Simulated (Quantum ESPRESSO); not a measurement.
# Te2Mo (P2_1/m) in Quantum ESPRESSO: band structure with PBEsol

Aim: the band structure of Te2Mo with PBEsol.

All numbers are computed with Quantum ESPRESSO 7.5; they aren't measurements. Logs are shortened: lines on timing, memory, paths and dates and some standing lists are left out, and cuts for length are marked.

## Step 1: The structure

It takes space group P2_1/m (No. 11, monoclinic). The conventional cell has a = 6.330 Å, b = 3.469 Å, c = 13.860 Å, α = 90.00°, β = 93.92°, γ = 90.00°. Te (site symmetry m) has 3 Mo at 2.79 to 2.81 Å as nearest neighbours. Te (site symmetry m) has 3 Mo at 2.70 Å as nearest neighbours. Te (site symmetry m) has 3 Mo at 2.79 to 2.82 Å as nearest neighbours. Te (site symmetry m) is surrounded by 3 Mo at 2.70 to 2.71 Å. Mo (site symmetry m) is surrounded by 6 Te at 2.70 to 2.82 Å and 2 Mo at 2.89 Å. Around Mo (site symmetry m) lie 6 Te at 2.70 to 2.81 Å and 2 Mo at 2.90 Å.

## Step 2: Band structure, PBEsol

Contents of pw.in:

```
&CONTROL
  calculation = 'scf'
  prefix = 'pwscf'
  outdir = './tmp'
  pseudo_dir = './pseudo'
  tprnfor = .true.
  tstress = .true.
  disk_io = 'low'
/
&SYSTEM
  ibrav = 0
  nat = 12
  ntyp = 2
  ecutwfc = 45
  ecutrho = 360
  nbnd = 67
  occupations = 'smearing'
  smearing = 'fd'
  degauss = 0.00367493
/
&ELECTRONS
  conv_thr = 2.4d-09
  electron_maxstep = 120
  mixing_beta = 0.5
/
ATOMIC_SPECIES
Te   127.6000 te_pbesol_v1.uspp.F.UPF
Mo    95.9500 mo_pbesol_v1.uspp.F.UPF
CELL_PARAMETERS bohr
  11.9619663689    0.0000000000    0.0000000000
   0.0000000000    6.5554599263    0.0000000000
  -1.7891826959    0.0000000000   26.1304219245
ATOMIC_POSITIONS bohr
Te    10.2069467227    4.9165949447   15.7958400533
Te    -0.0341630497    1.6388649816   10.3345818711
Te     9.2783454838    1.6388649816   22.2474412265
Te     0.8944381892    4.9165949447    3.8829806980
Te     3.3165474667    4.9165949447   23.3997928333
Te     6.8562362063    1.6388649816    2.7306290911
Te     4.1414374347    1.6388649816   16.9429655758
Te     6.0313462383    4.9165949447    9.1874563486
Mo     7.9933951895    4.9165949447   25.9370568022
Mo     2.1793884835    1.6388649816    0.1933651222
Mo     7.2740821248    1.6388649816   12.8927501775
Mo     2.8987015482    4.9165949447   13.2376717469
K_POINTS automatic
4 8 2 0 0 0
```

Contents of pp_density.in:

```
&INPUTPP
  prefix = 'pwscf'
  outdir = './tmp'
  filplot = 'density.dat'
  plot_num = 0
/
&PLOT
  nfile = 1
  filepp(1) = 'density.dat'
  iflag = 3
  output_format = 6
  fileout = 'density.cube'
/
```

Contents of pp_potential.in:

```
&INPUTPP
  prefix = 'pwscf'
  outdir = './tmp'
  filplot = 'potential.dat'
  plot_num = 11
/
&PLOT
  nfile = 1
  filepp(1) = 'potential.dat'
  iflag = 3
  output_format = 6
  fileout = 'potential.cube'
/
```

Contents of bands.in:

```
&CONTROL
  calculation = 'bands'
  prefix = 'pwscf'
  outdir = './tmp'
  pseudo_dir = './pseudo'
  disk_io = 'low'
  verbosity = 'high'
/
&SYSTEM
  ibrav = 0
  nat = 12
  ntyp = 2
  ecutwfc = 45
  ecutrho = 360
  nbnd = 67
  occupations = 'smearing'
  smearing = 'fd'
  degauss = 0.00367493
/
&ELECTRONS
  conv_thr = 1d-08
  electron_maxstep = 120
  mixing_beta = 0.5
  diago_full_acc = .true.
/
ATOMIC_SPECIES
Te   127.6000 te_pbesol_v1.uspp.F.UPF
Mo    95.9500 mo_pbesol_v1.uspp.F.UPF
CELL_PARAMETERS bohr
  11.9619663689    0.0000000000    0.0000000000
   0.0000000000    6.5554599263    0.0000000000
  -1.7891826959    0.0000000000   26.1304219245
ATOMIC_POSITIONS bohr
Te    10.2069467227    4.9165949447   15.7958400533
Te    -0.0341630497    1.6388649816   10.3345818711
Te     9.2783454838    1.6388649816   22.2474412265
Te     0.8944381892    4.9165949447    3.8829806980
Te     3.3165474667    4.9165949447   23.3997928333
Te     6.8562362063    1.6388649816    2.7306290911
Te     4.1414374347    1.6388649816   16.9429655758
Te     6.0313462383    4.9165949447    9.1874563486
Mo     7.9933951895    4.9165949447   25.9370568022
Mo     2.1793884835    1.6388649816    0.1933651222
Mo     7.2740821248    1.6388649816   12.8927501775
Mo     2.8987015482    4.9165949447   13.2376717469
K_POINTS crystal
60
 0.0000000000  0.0000000000  0.0000000000 1
 0.0000000000  0.0000000000  0.2500000000 1
 0.0000000000  0.0000000000  0.5000000000 1
-0.0973343590  0.0000000000  0.5145585555 1
-0.1946687181  0.0000000000  0.5291171109 1
-0.2920030771  0.0000000000  0.5436756664 1
-0.3893374361  0.0000000000  0.5582342219 1
-0.4866717952  0.0000000000  0.5727927773 1
-0.5000000000  0.0000000000  0.5000000000 1
-0.5000000000  0.0454545455  0.5000000000 1
-0.5000000000  0.0909090909  0.5000000000 1
-0.5000000000  0.1363636364  0.5000000000 1
-0.5000000000  0.1818181818  0.5000000000 1
-0.5000000000  0.2272727273  0.5000000000 1
-0.5000000000  0.2727272727  0.5000000000 1
-0.5000000000  0.3181818182  0.5000000000 1
-0.5000000000  0.3636363636  0.5000000000 1
-0.5000000000  0.4090909091  0.5000000000 1
-0.5000000000  0.4545454545  0.5000000000 1
-0.5000000000  0.5000000000  0.5000000000 1
-0.5133282048  0.5000000000  0.4272072227 1
-0.5066641024  0.5000000000  0.2136036113 1
-0.5000000000  0.5000000000  0.0000000000 1
-0.5000000000  0.4583333333  0.0000000000 1
-0.5000000000  0.4166666667  0.0000000000 1
-0.5000000000  0.3750000000  0.0000000000 1
-0.5000000000  0.3333333333  0.0000000000 1
-0.5000000000  0.2916666667  0.0000000000 1
-0.5000000000  0.2500000000  0.0000000000 1
-0.5000000000  0.2083333333  0.0000000000 1
-0.5000000000  0.1666666667  0.0000000000 1
-0.5000000000  0.1250000000  0.0000000000 1
-0.5000000000  0.0833333333  0.0000000000 1
-0.5000000000  0.0416666667  0.0000000000 1
-0.5000000000  0.0000000000  0.0000000000 1
-0.5066641024  0.0000000000  0.2136036113 1
-0.5133282048  0.0000000000  0.4272072227 1
-0.4866717952  0.5000000000  0.5727927773 1
-0.4055598293  0.5000000000  0.5606606478 1
-0.3244478635  0.5000000000  0.5485285182 1
-0.2433358976  0.5000000000  0.5363963887 1
-0.1622239317  0.5000000000  0.5242642591 1
-0.0811119659  0.5000000000  0.5121321296 1
 0.0000000000  0.5000000000  0.5000000000 1
 0.0000000000  0.5000000000  0.2500000000 1
 0.0000000000  0.5000000000  0.0000000000 1
 0.0000000000  0.0000000000  0.5000000000 1
 0.0000000000  0.0384615385  0.5000000000 1
 0.0000000000  0.0769230769  0.5000000000 1
 0.0000000000  0.1153846154  0.5000000000 1
 0.0000000000  0.1538461538  0.5000000000 1
 0.0000000000  0.1923076923  0.5000000000 1
 0.0000000000  0.2307692308  0.5000000000 1
 0.0000000000  0.2692307692  0.5000000000 1
 0.0000000000  0.3076923077  0.5000000000 1
 0.0000000000  0.3461538462  0.5000000000 1
 0.0000000000  0.3846153846  0.5000000000 1
 0.0000000000  0.4230769231  0.5000000000 1
 0.0000000000  0.4615384615  0.5000000000 1
 0.0000000000  0.5000000000  0.5000000000 1
```

Potentials or basis: GBRV 1.5 PBEsol.

The run is started by

```bash
$ OMP_NUM_THREADS=1 mpirun -n 2 pw.x -nk 2 -in pw.in > pw.out
$ OMP_NUM_THREADS=1 mpirun -n 1 pp.x -in pp_density.in > pp_density.out
$ OMP_NUM_THREADS=1 mpirun -n 1 pp.x -in pp_potential.in > pp_potential.out
$ OMP_NUM_THREADS=1 mpirun -n 2 pw.x -nk 2 -in bands.in > bands.out
```

pw.out:

```text
This program is part of the open-source Quantum ESPRESSO suite
     for quantum simulation of materials; please cite
[... 6 lines left out ...]
     using ibrav=0 with symmetry is DISCOURAGED, use correct ibrav instead

     K-points division:     npool     =       2
     Subspace diagonalization in iterative solution of the eigenvalue problem:
     a serial algorithm will be used

     G-vector sticks info
     --------------------
     sticks:   dense  smooth     PW     G-vecs:    dense   smooth      PW
     Sum        2251    1113    329               236341    83387   13337

     Using Slab Decomposition

     bravais-lattice index     =            0
     lattice parameter (alat)  =      11.9620  a.u.
     unit-cell volume          =    2049.0482 (a.u.)^3
     number of atoms/cell      =           12
     number of atomic types    =            2
     number of electrons       =       104.00
     number of Kohn-Sham states=           67
     kinetic-energy cutoff     =      45.0000  Ry
     charge density cutoff     =     360.0000  Ry
     scf convergence threshold =      2.4E-09
     mixing beta               =       0.5000
     number of iterations used =            8  plain     mixing
     Exchange-correlation= SLA  PW   PSX  PSC
                           (   1   4  10   8   0   0   0)

     celldm(1)=  11.961966  celldm(2)=   0.000000  celldm(3)=   0.000000
     celldm(4)=   0.000000  celldm(5)=   0.000000  celldm(6)=   0.000000

     crystal axes: (cart. coord. in units of alat)
               a(1) = (   1.000000   0.000000   0.000000 )
               a(2) = (   0.000000   0.548025   0.000000 )
               a(3) = (  -0.149573   0.000000   2.184459 )

     reciprocal axes: (cart. coord. in units 2 pi/alat)
               b(1) = (  1.000000 -0.000000  0.068471 )
               b(2) = (  0.000000  1.824733 -0.000000 )
               b(3) = (  0.000000  0.000000  0.457779 )

     PseudoPot. # 1 for Te read from file:
     te_pbesol_v1.uspp.F.UPF
     Pseudo is Ultrasoft + core correction, Zval =  6.0
     Generated by new atomic code, or converted to UPF format
     Using radial grid of  891 points,  5 beta functions with:
                l(1) =   0
                l(2) =   0
                l(3) =   1
                l(4) =   1
                l(5) =   2
     Q(r) pseudized with  6 coefficients,  rinner =    1.800   1.800   1.800
                                                       1.800   1.800

     PseudoPot. # 2 for Mo read from file:
     mo_pbesol_v1.uspp.F.UPF
     Pseudo is Ultrasoft + core correction, Zval = 14.0
     Generated by new atomic code, or converted to UPF format
     Using radial grid of  889 points,  6 beta functions with:
[... 273 lines left out ...]
     4.7849   4.7849   4.8225   4.8225   5.0278   5.0278   5.1814   5.1814
     5.9502   5.9502   6.0884   6.0884   6.9893   6.9893   7.0611   7.0611
     7.2540   7.2540   7.4012   7.4012   8.0344   8.0344   8.2820   8.2820
     8.4812   8.4812   8.5313   8.5313  10.9899  10.9899  11.1340  11.1340
    11.2211  11.2211  11.4050  11.4050  11.6661  11.6661  12.3021  12.3021
    13.4407  13.4408  13.5087

          k = 0.0000-0.9124-0.2289 ( 10436 PWs)   bands (ev):

   -51.0078 -51.0078 -50.9817 -50.9817 -25.3580 -25.3580 -25.3348 -25.3348
   -25.1633 -25.1633 -25.1366 -25.1366 -24.9728 -24.9728 -24.9440 -24.9440
    -1.1595  -1.1595  -0.9267  -0.9267  -0.8482  -0.8482  -0.7768  -0.7768
     4.7830   4.7830   4.8588   4.8588   4.9837   4.9837   5.1833   5.1833
     5.9360   5.9360   6.1449   6.1449   6.8750   6.8750   7.0061   7.0061
     7.2987   7.2987   7.4951   7.4951   8.1360   8.1360   8.2247   8.2247
     8.4526   8.4526   8.5324   8.5324  10.9704  10.9704  11.1312  11.1312
    11.2443  11.2443  11.4431  11.4431  11.5277  11.5277  12.2047  12.2047
    13.4217  13.4218  13.9019
[... 87 lines left out ...]
   -51.0196 -50.9978 -50.9937 -50.9714 -25.3486 -25.3435 -25.3251 -25.3207
   -25.1766 -25.1524 -25.1502 -25.1252 -25.0068 -24.9781 -24.9376 -24.9089
    -1.6462  -1.5997  -1.2060  -1.1287  -1.0298  -0.9642  -0.6247  -0.5816
     4.3977   4.4722   4.8882   4.9345   5.1803   5.2626   5.5160   5.6127
     6.0472   6.1059   6.4309   6.5309   6.6826   6.8064   6.8397   6.8874
     7.5353   7.6477   7.8210   7.9578   8.0770   8.1002   8.4177   8.4408
     8.5283   8.5626   8.8995   8.9592  10.6313  10.6804  11.0626  11.0735
    11.2283  11.3314  11.6006  11.6613  12.0882  12.2215  12.3227  12.3934
    12.9910  13.0546  13.3241

          k = 0.2500-0.9124 0.0171 ( 10468 PWs)   bands (ev):

   -51.0078 -51.0078 -50.9817 -50.9817 -25.3599 -25.3599 -25.3367 -25.3367
   -25.1629 -25.1629 -25.1361 -25.1361 -24.9712 -24.9712 -24.9425 -24.9425
    -1.1499  -1.1499  -0.9815  -0.9815  -0.8062  -0.8062  -0.7228  -0.7228
     4.2833   4.2833   4.3528   4.3528   5.0055   5.0055   5.1855   5.1855
     6.2513   6.2513   6.4915   6.4915   6.9940   6.9940   7.0954   7.0954
     7.4748   7.4748   7.6982   7.6982   8.0647   8.0647   8.2372   8.2372
     8.6232   8.6232   8.6891   8.6891  11.0022  11.0022  11.1314  11.1314
    11.4345  11.4345  11.5903  11.5903  11.8953  11.8953  12.2574  12.2574
    13.2143  13.2144  13.4672

          k = 0.2500-0.9124-0.2118 ( 10464 PWs)   bands (ev):

   -51.0078 -51.0078 -50.9817 -50.9817 -25.3599 -25.3599 -25.3367 -25.3367
   -25.1629 -25.1629 -25.1362 -25.1362 -24.9712 -24.9712 -24.9425 -24.9425
    -1.1473  -1.1473  -0.9908  -0.9908  -0.7869  -0.7869  -0.7355  -0.7355
     4.2549   4.2549   4.3848   4.3848   5.0422   5.0422   5.1421   5.1421
     6.2436   6.2436   6.5052   6.5052   7.0107   7.0107   7.0936   7.0936
     7.4362   7.4362   7.6282   7.6282   8.1271   8.1271   8.3075   8.3075
     8.6262   8.6262   8.6816   8.6816  11.0111  11.0111  11.0893  11.0893
    11.3907  11.3907  11.6154  11.6154  11.7436  11.7436  12.2850  12.2850
    13.2185  13.2187  13.6210
[... 87 lines left out ...]
   -51.0196 -50.9979 -50.9937 -50.9714 -25.3501 -25.3449 -25.3265 -25.3221
   -25.1763 -25.1518 -25.1499 -25.1246 -25.0047 -24.9761 -24.9374 -24.9087
    -1.3783  -1.3596  -1.3323  -1.2450  -1.1453  -1.0222  -0.6961  -0.6624
     4.3162   4.3840   4.7020   4.7786   4.9701   5.0689   5.4047   5.5385
     6.2037   6.3182   6.3185   6.5483   6.8975   6.9675   7.1725   7.2096
     7.7254   7.7636   7.9174   7.9995   8.0280   8.0764   8.2826   8.3822
     8.8378   8.9079   8.9256   8.9830  10.6645  10.6898  10.9684  11.0198
    11.2932  11.4002  11.8950  11.9030  11.9883  12.1002  12.6115  12.6827
    12.8952  13.0493  13.1313

          k =-0.5000-0.9124-0.0342 ( 10488 PWs)   bands (ev):

   -51.0078 -51.0078 -50.9817 -50.9817 -25.3618 -25.3618 -25.3386 -25.3386
   -25.1625 -25.1625 -25.1357 -25.1357 -24.9696 -24.9696 -24.9409 -24.9409
    -1.1289  -1.1289  -1.0361  -1.0361  -0.7449  -0.7449  -0.6980  -0.6980
     3.9862   3.9862   4.0428   4.0428   4.9862   4.9862   5.0851   5.0851
     6.3404   6.3404   6.5719   6.5719   7.3941   7.3941   7.4305   7.4305
     7.4969   7.4969   7.5797   7.5797   8.0861   8.0861   8.1909   8.1909
     8.9301   8.9301   9.0178   9.0178  10.9826  10.9826  11.0530  11.0530
    11.7184  11.7184  11.8498  11.8498  12.0835  12.0835  12.2823  12.2823
    13.2393  13.2395  13.3484

          k =-0.5000-0.9124-0.2631 ( 10476 PWs)   bands (ev):

   -51.0078 -51.0078 -50.9817 -50.9817 -25.3618 -25.3618 -25.3386 -25.3386
   -25.1625 -25.1625 -25.1357 -25.1357 -24.9696 -24.9696 -24.9409 -24.9409
    -1.1318  -1.1318  -1.0309  -1.0309  -0.7551  -0.7551  -0.6901  -0.6901
     3.9732   3.9732   4.0492   4.0492   4.9896   4.9896   5.1112   5.1112
     6.3125   6.3125   6.5518   6.5518   7.2885   7.2885   7.3642   7.3642
     7.6131   7.6131   7.6721   7.6721   8.1060   8.1060   8.1918   8.1918
     8.9356   8.9356   9.0201   9.0201  10.9933  10.9933  11.0196  11.0196
    11.6194  11.6194  11.7190  11.7190  12.1291  12.1291  12.2807  12.2807
    13.2517  13.2517  13.3983

     the Fermi energy is     9.9935 ev

!    total energy              =    -769.04728880 Ry
     estimated scf accuracy    <          1.9E-09 Ry
     smearing contrib. (-TS)   =      -0.00263855 Ry
     internal energy E=F+TS    =    -769.04465026 Ry

     The total energy is F=E-TS. E is the sum of the following terms:
     one-electron contribution =    -404.60995152 Ry
     hartree contribution      =     243.20511951 Ry
     xc contribution           =    -192.08240041 Ry
     ewald contribution        =    -415.55741784 Ry

     convergence has been achieved in  14 iterations

     Forces acting on atoms (cartesian axes, Ry/au):

     atom    1 type  1   force =     0.00209392    0.00000000   -0.00248278
     atom    2 type  1   force =    -0.00209392    0.00000000    0.00248278
     atom    3 type  1   force =    -0.00102752    0.00000000   -0.00161131
     atom    4 type  1   force =     0.00102752    0.00000000    0.00161131
     atom    5 type  1   force =     0.00182268    0.00000000    0.00394618
     atom    6 type  1   force =    -0.00182268    0.00000000   -0.00394618
     atom    7 type  1   force =    -0.00072767    0.00000000   -0.00003686
     atom    8 type  1   force =     0.00072767    0.00000000    0.00003686
     atom    9 type  2   force =     0.00595366   -0.00000000    0.00133561
     atom   10 type  2   force =    -0.00595366    0.00000000   -0.00133561
     atom   11 type  2   force =    -0.00943101    0.00000000    0.00156718
     atom   12 type  2   force =     0.00943101    0.00000000   -0.00156718

     Total force =     0.018014     Total SCF correction =     0.000074

     Computing stress (Cartesian axis) and pressure

          total   stress  (Ry/bohr**3)                   (kbar)     P=       -7.41
  -0.00004369   0.00000000   0.00000581           -6.43        0.00        0.85
   0.00000000  -0.00006145   0.00000000            0.00       -9.04        0.00
   0.00000581   0.00000000  -0.00004591            0.85        0.00       -6.75

=------------------------------------------------------------------------------=
   JOB DONE.
=------------------------------------------------------------------------------=
```

Run time: 13 min. Hardware: 2 MPI ranks of Arm Neoverse V2, shared host; peak memory 1.4 GiB.

What came out:

```yaml
Free_energy: -10463.4214 eV
Pressure: -0.7 GPa
Largest_force: 0.246 eV/Å
Band_gap_on_the_k_mesh: none (metal or under the smearing width)
```

Forces in eV/Å, atoms in the order of the input:
```
Te   0.054  0.000 -0.064
Te  -0.054  0.000  0.064
Te  -0.026  0.000 -0.041
Te   0.026  0.000  0.041
Te   0.047  0.000  0.101
Te  -0.047  0.000 -0.101
Te  -0.019  0.000 -0.001
Te   0.019  0.000  0.001
Mo   0.153  0.000  0.034
Mo  -0.153  0.000 -0.034
Mo  -0.242  0.000  0.040
Mo   0.242  0.000 -0.040
```

Stress tensor (GPa, compression positive):
```
-0.64  0.00  0.09
 0.00 -0.90  0.00
 0.09  0.00 -0.68
```

Levels at the corners of the path, in eV from the Fermi level:
```
point  band 49  band 50  band 51  band 52  band 53  band 54  band 55  band 56
    Γ    -0.43    -0.11     0.08     0.12     0.43     0.68     0.92     1.02
    Y    -0.06    -0.02    -0.01    -0.01     0.44     0.56     0.94     1.00
    H    -0.85    -0.81    -0.65    -0.39    -0.04     0.01     0.84     0.93
    C    -0.85    -0.82    -0.64    -0.39    -0.04     0.01     0.84     0.93
    E    -1.06    -1.06    -0.97    -0.97     1.00     1.00     1.03     1.03
   M1    -1.06    -1.06    -0.97    -0.97     1.00     1.00     1.03     1.03
    A    -1.06    -1.06    -0.98    -0.98     0.99     0.99     1.06     1.06
    X    -0.84    -0.82    -0.66    -0.56    -0.09    -0.02     0.88     0.90
   H1    -0.85    -0.81    -0.65    -0.39    -0.04     0.01     0.84     0.93
    M    -1.06    -1.06    -0.97    -0.97     1.00     1.00     1.03     1.03
    D    -1.54    -1.54    -1.46    -1.46     0.98     0.98     1.14     1.14
    Z    -1.51    -1.51    -1.46    -1.46     1.00     1.00     1.14     1.14
    Y    -0.06    -0.02    -0.01    -0.01     0.44     0.56     0.94     1.00
    D    -1.54    -1.54    -1.46    -1.46     0.98     0.98     1.14     1.14
```

Caveat: spin-orbit coupling is left out, which moves the levels of the heavy elements.
